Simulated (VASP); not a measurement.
# BN, vacuum levels of a slab or layer: which settings are enough?

BN, sheet, 2 atoms in the cell. LDA; PAW potentials N, B (LDA set). VASP 6.6.1.

Wanted: face levels within 0.03 eV; gap on the mesh within 0.02 eV; energy within 2 meV/atom.

In-plane mesh in multiples of three: yes; Dipole correction: yes; Starting cell: layer relaxed first with the same functional.

Face levels: vacuum level at each face, counted from the middle of the gap.

POSCAR of the starting run:
```
BN
1.0
    2.4894083377      0.0000000000      0.0000000000
   -1.2447041689      2.1558908609      0.0000000000
    0.0000000000      0.0000000000     15.0000000000
N B
1 1
Direct
    0.0000000000      0.0000000000      0.5000000000
    0.3333333334      0.6666666666      0.5000000000
```

The series start from vacuum (Å): 15; correction: LDIPOL, IDIPOL 3, DIPOL, AMIN 0.01; k spacing (1/Å): 0.25; Smearing SIGMA (eV): 0.05; Cutoff ENCUT (eV): 525; SCF threshold EDIFF (eV): 1e-6; PREC: Accurate; ALGO: Normal. Each series keeps the choices made before it, and each single choice may use up half of a tolerance.

## Vacuum (Å)

| Vacuum (Å) | Face levels, largest deviation (eV) | Gap on the mesh (eV) | Energy less reference (meV/atom) | SCF iterations | Time (s) |
|---|---|---|---|---|---|
| 5 | 0.077 | 3.991 | 49.4 | 12 | 1.3 |
| 7 | 0.076 | 4.387 | 1.7 | 14 | 1.6 |
| 9 | 0.001 | 4.599 | 0.1 | 16 | 2.0 |
| 12 | 0.000 | 4.599 | 0.0 | 17 | 2.8 |
| 15 | 0.000 | 4.599 | 0.0 | 19 | 3.7 |
| 20 | 0.000 | 4.599 | 0.0 | 22 | 5.5 |
| 25 (reference) | 0.000 | 4.599 | 0.0 | 24 | 7.5 |

Chosen: 9, the loosest value from which every tighter one stays within half of the tolerance.

## Correction

| Correction | Face levels, largest deviation (eV) | Gap on the mesh (eV) | Energy less reference (meV/atom) | SCF iterations | Time (s) |
|---|---|---|---|---|---|
| LDIPOL, IDIPOL 3, DIPOL, AMIN 0.01 | 0.000 | 4.599 | 0.0 | 16 | 2.0 |
| LDIPOL, default AMIN | 0.000 | 4.599 | 0.0 | 16 | 2.0 |
| LDIPOL, no DIPOL | no result | no result | no result | 120 | 11 |
| IDIPOL 3 alone (energy only) | 0.000 | 4.599 | 0.0 | 16 | 2.0 |
| kernel truncation, coarsened | 0.052 | 4.599 | 0.0 | 16 | 2.8 |
| kernel truncation, full padding | 0.006 | 4.599 | 0.0 | 16 | 3.0 |

Chosen: LDIPOL, IDIPOL 3, DIPOL, AMIN 0.01; no other choice that stays within half of the tolerance saves 30 % of the time.

## k spacing (1/Å)

| k spacing (1/Å) | Face levels, largest deviation (eV) | Gap on the mesh (eV) | Energy less reference (meV/atom) | SCF iterations | Time (s) |
|---|---|---|---|---|---|
| 0.8 | 0.000 | 4.599 | 0.0 | 16 | 1.5 |
| 0.55 | 0.000 | 4.599 | 0.0 | 16 | 1.4 |
| 0.35 | 0.000 | 4.599 | 0.0 | 16 | 1.7 |
| 0.25 | 0.000 | 4.599 | 0.0 | 16 | 2.0 |
| 0.18 | 0.000 | 4.599 | 0.0 | 16 | 2.8 |
| 0.13 (reference) | 0.000 | 4.599 | 0.0 | 16 | 3.9 |

Chosen: 0.8.

## Smearing SIGMA (eV)

| Smearing SIGMA (eV) | Face levels, largest deviation (eV) | Gap on the mesh (eV) | Energy less reference (meV/atom) | SCF iterations | Time (s) |
|---|---|---|---|---|---|
| 0.2 | 0.000 | 4.599 | 0.0 | 16 | 1.4 |
| 0.1 | 0.000 | 4.599 | 0.0 | 16 | 1.5 |
| 0.05 | 0.000 | 4.599 | 0.0 | 16 | 1.5 |
| 0.02 (reference) | 0.000 | 4.599 | 0.0 | 16 | 1.4 |

Chosen: 0.2.

## Cutoff ENCUT (eV)

| Cutoff ENCUT (eV) | Face levels, largest deviation (eV) | Gap on the mesh (eV) | Energy less reference (meV/atom) | SCF iterations | Time (s) |
|---|---|---|---|---|---|
| 320 | 0.005 | 4.579 | 7.5 | 16 | 1.0 |
| 400 | 0.000 | 4.601 | 4.8 | 16 | 1.0 |
| 460 | 0.001 | 4.600 | 3.0 | 16 | 1.2 |
| 525 | 0.001 | 4.599 | 3.5 | 16 | 1.4 |
| 600 | 0.001 | 4.599 | 2.4 | 16 | 1.5 |
| 725 (reference) | 0.000 | 4.600 | 0.0 | 16 | 2.0 |

Chosen: 725; the next looser run is off by more than half of the tolerance, so convergence isn't shown beyond this value.

## SCF threshold EDIFF (eV)

| SCF threshold EDIFF (eV) | Face levels, largest deviation (eV) | Gap on the mesh (eV) | Energy less reference (meV/atom) | SCF iterations | Time (s) |
|---|---|---|---|---|---|
| 0.001 | 0.022 | 4.519 | 0.3 | 12 | 1.7 |
| 0.0001 | 0.001 | 4.600 | 0.0 | 14 | 1.9 |
| 1e-5 | 0.000 | 4.600 | 0.0 | 15 | 1.9 |
| 1e-6 | 0.000 | 4.600 | 0.0 | 16 | 2.0 |
| 1e-7 (reference) | 0.000 | 4.600 | 0.0 | 17 | 2.1 |

Chosen: 0.0001.

## PREC

| PREC | Face levels, largest deviation (eV) | Gap on the mesh (eV) | Energy less reference (meV/atom) | SCF iterations | Time (s) |
|---|---|---|---|---|---|
| Accurate | 0.000 | 4.600 | 0.0 | 14 | 1.9 |
| Normal | 0.000 | 4.600 | 0.0 | 14 | 1.0 |

Chosen: Accurate; Normal would be accurate enough too and is faster here.

## ALGO

| ALGO | Face levels, largest deviation (eV) | Gap on the mesh (eV) | Energy less reference (meV/atom) | SCF iterations | Time (s) |
|---|---|---|---|---|---|
| Normal | 0.000 | 4.600 | 0.0 | 14 | 1.9 |
| Fast | 0.001 | 4.594 | 0.0 | 15 | 1.9 |
| All | 0.002 | 4.600 | 0.0 | 15 | 2.1 |

Chosen: Normal.

## All choices together

| Input | Face levels, largest deviation (eV) | Gap on the mesh (eV) | Energy less reference (meV/atom) | Time (s) |
|---|---|---|---|---|
| program defaults, thin vacuum (naive) | 0.077 | 4.390 | 5.0 | 0.7 |
| chosen settings | 0.002 | 4.600 | 0.1 | 1.9 |
| reference settings throughout | 0.000 | 4.599 | 0.0 | 29 |

The chosen settings stay within the tolerance of the reference run, but the reference itself isn't shown to be converged in: Cutoff ENCUT (eV).

Values of the reference run: Face levels: 3.787, 3.787 eV.

## The input

INCAR:
```
SYSTEM = BN
PREC = Accurate
ENCUT = 725
EDIFF = 1E-4
ISMEAR = 0
SIGMA = 0.2
LREAL = .False.
LASPH = .True.
ALGO = Normal
NELM = 120
LWAVE = .False.
LCHARG = .False.
GGA = CA
KPAR = 4
LVHAR = .True.
LVACPOTAV = .True.
LDIPOL = .True.
IDIPOL = 3
DIPOL = 0.5 0.5 0.5
AMIN = 0.01
```

KPOINTS:
```
Automatic mesh
0
Gamma
  6 6 1
  0 0 0
```

POSCAR:
```
BN
1.0
    2.4894083377      0.0000000000      0.0000000000
   -1.2447041689      2.1558908609      0.0000000000
    0.0000000000      0.0000000000      9.0000000000
N B
1 1
Direct
    0.0000000000      0.0000000000      0.5000000000
    0.3333333334      0.6666666666      0.5000000000
```

Commands:
```
cat potpaw_LDA.64/N/POTCAR potpaw_LDA.64/B/POTCAR > POTCAR
mpirun -np 4 vasp_std > vasp.out
```

The chosen input took VASP 6.6.1 1.9 s on 4 cores (Intel Xeon 6975P-C (Granite Rapids)), a shared host.

## An input that fails: vacuum far too thin

What the run shows: the program warns: no field-free region found.

Vacuum (Å): 15 becomes 2.5.

Changes against the starting input:
```
(POSCAR)
-    0.0000000000      0.0000000000     15.0000000000
+    0.0000000000      0.0000000000      2.5000000000
```
